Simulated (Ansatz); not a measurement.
Crystal: Ta2N.

```xyz
3
Lattice="3.1129 0.0000 0.0000 -1.5564 2.6958 0.0000 0.0000 0.0000 4.8698" Properties=species:S:1:pos:R:3 pbc="T T T"
Ta    0.0000    1.7972    1.2404
Ta    1.5564    0.8986    3.6294
N     0.0000    0.0000    0.0000
```

The cell comes from a database or a generator and needn't be the stable form of this composition.

Base run:

| Quantity | Value |
| --- | --- |
| Program | Ansatz 0.2.0 |
| Functional | r2SCAN |
| Potentials or basis | Ansatz PAW |
| Cutoff | 500 eV (not typed: the program's choice for these potentials) |
| k mesh | 10 × 10 × 6 |
| Occupations | fermi-dirac, width 0.05 eV |
| Spin | no spin polarisation |
| Hubbard terms | Ta d U = 4 eV |

Its results: band gap on the k mesh none (metal or under the smearing width); pressure -2.6 GPa; largest force 0.247 eV/Å.

The run is repeated on the same cell with these changes: hubbard terms from Ta d U = 4 eV to Ta d U = 3 eV. What comes out?

Band gap on the k mesh none (metal or under the smearing width); pressure -3.3 GPa; largest force 0.214 eV/Å.

Caveats: spin-orbit coupling is left out, which moves the levels of the heavy elements; U without spin polarisation on a metal has little footing; the PAW data sets come from PBE, with cores solved anew for the run's functional, which leaves a small shift of forces and pressure.
